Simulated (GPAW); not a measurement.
TiO2 (Anatase): single point with TB-mBJ

TiO2 (Anatase):

```xyz
6
Lattice="-1.8921 1.8921 4.7573 1.8921 -1.8921 4.7573 1.8921 1.8921 -4.7573" Properties=species:S:1:pos:R:3 pbc="T T T"
Ti    0.0000    1.8921    2.3786
Ti    0.0000    0.0000    0.0000
O     0.0000    0.0000    7.5346
O     0.0000    1.8921    0.3987
O     0.0000    1.8921    4.3586
O     0.0000    0.0000    1.9800
```

```
Program             : GPAW 26.7.0
Task                : single point
Functional          : TB-mBJ
Potentials or basis : GPAW PAW data sets for LDA (gpaw-data 1.2.1)
Cutoff              : 800 eV
Basis               : pw
k mesh              : 8 × 8 × 8
Occupations         : fermi-dirac, width 0.05 eV
Spin                : no spin polarisation
```

```json
{"Band gap on the k mesh": "3.01 eV, indirect (least direct gap 3.30 eV)"}
```

Levels at points of the mesh, in eV from the valence-band top:
```tsv
k point	band 20	band 21	band 22	band 23	band 24	band 25	band 26	band 27	band 28	band 29
(0.00, 0.00, 0.00)	-0.83	-0.75	-0.75	-0.38	-0.38	3.01	3.62	4.75	4.75	4.78
(0.50, 0.00, 0.50)	-1.76	-1.64	-0.85	-0.74	-0.64	4.06	4.15	4.30	4.33	4.92
(0.50, 0.50, 0.00)	-2.62	-1.80	-1.80	0.00	0.00	4.07	4.07	4.43	4.43	5.46
(0.50, 0.50, 0.50)	-1.23	-1.20	-1.20	-0.11	-0.11	3.31	3.31	4.57	4.57	4.76
```

Wall time 8.9 min on 4 MPI ranks on Intel(R) Xeon(R) Platinum 8259CL CPU @ 2.50GHz (Skylake/Cascade Lake), on a shared host, peak memory 0.42 GiB a rank.

Caveat: a model potential gives levels but no total energy. A k mesh can miss the band edges.
